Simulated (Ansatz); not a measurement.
Here is an Ansatz 0.2.0 calculation.

The input input.yaml:

```yaml
crystal:
  lattice:
    - [3.724, 0.0, 0.0]
    - [-1.862, 3.2250786037, 0.0]
    - [0.0, 0.0, 5.062]
  atoms:
    - { symbol: Pt, position: [0.0, 0.0, 0.0] }
    - { symbol: Se, position: [0.6666666667, 0.3333333333, 0.75] }
    - { symbol: Se, position: [0.3333333333, 0.6666666667, 0.25] }
hamiltonian:
  xc: lda
  pseudopotentials: { kind: paw }
  hubbard: { sites: [{ species: Pt, l: d, u_eff: 5.0 }] }
kpoints:
  mp_grid: { grid: [8, 8, 5] }
scf:
  occupations: { method: fermi_dirac, width: 0.05 }
  n_extra_bands: 7
output:
  forces: true
  stress: true
  eigenvalues: true
  dos: { projected: true, de: 0.05, nscf_kmesh: { grid: [12, 12, 8] } }
```

Potentials or basis: Ansatz PAW.

Command:

```console
$ ansatz run input.yaml --threads 2 --pin off --max-ram 5632MiB --backend cpu --events-out ev --progress --plain --runs-dir out
```

Q: Estimate the band gap on the k mesh.

A: None (metal or under the smearing width).

Q: What does it give for the density of states at the Fermi level?

A: 0.36 states/eV per cell.

Q: Predict the pressure.

A: -0.1 GPa.

Eigenvalues of the final occupation matrices:
```tsv
site	spin	trace	eigenvalues
site 1	1	4.44	0.75 0.75 0.98 0.98 0.98
```

Caveat: U without spin polarisation on a metal has little footing; the PAW data sets come from PBE, with cores solved anew for the run's functional, which leaves a small shift of forces and pressure; the density of states is complete only up to the lowest level of the last band computed. The run has no spin-orbit coupling, so splittings on Pt are missing.
